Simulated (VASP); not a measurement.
**From an Ansatz input to VASP: ZrO₂ (strained database structure)**

Ansatz input

```yaml
crystal:
  lattice:
    - [3.4569873975, 0.0, 0.0]
    - [0.0, 3.4569873975, 0.0]
    - [0.0, 0.0, 5.0180734219]
  atoms:
    - { symbol: Zr, position: [0.0, 0.0, 0.0] }
    - { symbol: Zr, position: [0.5, 0.5, 0.5] }
    - { symbol: O, position: [0.0, 0.5, 0.2775697449] }
    - { symbol: O, position: [0.0, 0.5, 0.7775697449] }
    - { symbol: O, position: [0.5, 0.0, 0.7224302551] }
    - { symbol: O, position: [0.5, 0.0, 0.2224302551] }
kpoints:
  mp_grid: { grid: [8, 8, 6] }
  band_path:
    path:
      - [0.0, 0.0, 0.0]
      - [0.0, 0.5, 0.0]
      - [0.5, 0.5, 0.0]
      - [0.0, 0.0, 0.5]
      - [0.0, 0.5, 0.5]
      - [0.5, 0.5, 0.5]
      - [-0.5, -0.5, 0.244792]
    npoints: 1
hamiltonian:
  xc: pbe
scf:
  occupations: { method: fermi_dirac, width: 0.02 }
  n_extra_bands: 5
output:
  forces: true
  stress: true
  eigenvalues: true
```

**Question.** Which VASP files do the same job?

**Answer.** 

INCAR

```
ISMEAR = -1
SIGMA = 0.02
IBRION = -1
EDIFF = 1E-7
PREC = Accurate
NBANDS = 33
ISIF = 2
LWAVE = .FALSE.
LASPH = .TRUE.
LREAL = .FALSE.
LELF = .TRUE.
NSW = 0
NELM = 120
ENCUT = 520
GGA = PE
LCHARG = .TRUE.
```

KPOINTS

```
KPOINTS created by Atomic Simulation Environment
0
Gamma
8 8 6
0 0 0
```

KPOINTS_OPT

```
special points
7
Reciprocal
0.0000000000 0.0000000000 0.0000000000 1
0.0000000000 0.5000000000 0.0000000000 1
0.5000000000 0.5000000000 0.0000000000 1
0.0000000000 0.0000000000 0.5000000000 1
0.0000000000 0.5000000000 0.5000000000 1
0.5000000000 0.5000000000 0.5000000000 1
-0.5000000000 -0.5000000000 0.2447920000 1
```

POSCAR

```
Zr O
 1.0000000000000000
     3.4569873974999998    0.0000000000000000    0.0000000000000000
     0.0000000000000000    3.4569873974999998    0.0000000000000000
     0.0000000000000000    0.0000000000000000    5.0180734218999996
 Zr  O
   2   4
Cartesian
  0.0000000000000000  0.0000000000000000  0.0000000000000000
  1.7284936987499999  1.7284936987499999  2.5090367109500002
 -0.0000000000000000  1.7284936987499999  1.3928653593581404
  0.0000000000000000  1.7284936987499999  3.9019020703081408
  1.7284936987499999 -0.0000000000000000  3.6252080625418603
  1.7284936987499999  0.0000000000000000  1.1161713515918601
```

VASP ran with the recommended PBE PAW datasets (48 valence electrons in the cell). Other inputs would serve too.

|  | Ansatz | VASP |
| --- | --- | --- |
| gap between bands v and c | 4.05 eV | 4.05 eV |
| least direct gap | 4.34 eV | 4.33 eV |
| pressure | 35.3 GPa | 35.8 GPa |
| largest force | 0.02 eV/Å | 0.04 eV/Å |

Each program uses its own PAW datasets. VASP's cell holds 48 valence electrons and Ansatz's 48. Ansatz's stress includes a Pulay correction; VASP's doesn't.
